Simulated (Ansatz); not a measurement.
RuO₂ (rutile)

```
RuO2
1.0
    4.52339     0.00000     0.00000
    0.00000     4.52339     0.00000
    0.00000     0.00000     3.11902
Ru O
2 4
Direct
  0.50000   0.50000   0.50000
  0.00000   0.00000   0.00000
  0.80567   0.80567   0.50000
  0.30567   0.69433   0.00000
  0.69433   0.30567   0.00000
  0.19433   0.19433   0.50000
```

Scan: atom 4 (O, nearest neighbour Ru at 1.955 Å; its periodic images, 3.1 Å or more away, move with it) is displaced towards the nearest neighbour, direction (-0.707, 0.707, 0.000) in Cartesian axes, by s. The other atoms stay.

Calculation: PBE (plane waves to 420 eV, PAW, scalar-relativistic; Ansatz, a quantum-chemistry and plane-wave program). k mesh 8×8×12 (Γ-centred), Fermi-Dirac smearing 0.05 eV. E stands for the smeared free energy. Left out: 2 of 11 points, with atoms too close for the PAW data. With partly filled bands, energies and forces of such displacements shift with the k mesh and the smearing. RuO2 is run without spin polarisation and with no Hubbard U. RuO2 was relaxed with its symmetry unable to fall. ΔE is measured from the undisplaced structure. The last digit holds for this mesh only.

| s (Å) | ΔE (meV/cell) |
|---|---|
| -0.590 | withheld |
| -0.472 | 2325.7 |
| -0.354 | 1340.8 |
| -0.236 | 601.9 |
| -0.118 | 149.2 |
| 0.000 | 0.0 |
| 0.118 | 150.8 |
| 0.236 | 652.3 |
| 0.354 | 1698.4 |

Problem. Fit a polynomial form (powers 2, 3, 4) to the given rows and predict ΔE at s = -0.590.

Solution. Least squares on the 8 given rows: ΔE = (11410)·s² + (4085)·s³ + (4487)·s⁴, in meV/cell with s in Å; root-mean-square residual 21.57 meV/cell. At -0.590 the fit gives 3676.6 meV/cell; the calculation gives 3560.6 meV/cell, so the extrapolation is off by 116.0 (+3.3 %). The quadratic term alone would give 3971.8 meV/cell.

(For displaced atoms, the force is minus the slope of the energy, and its curvature is a force constant, which sets phonon frequencies.)
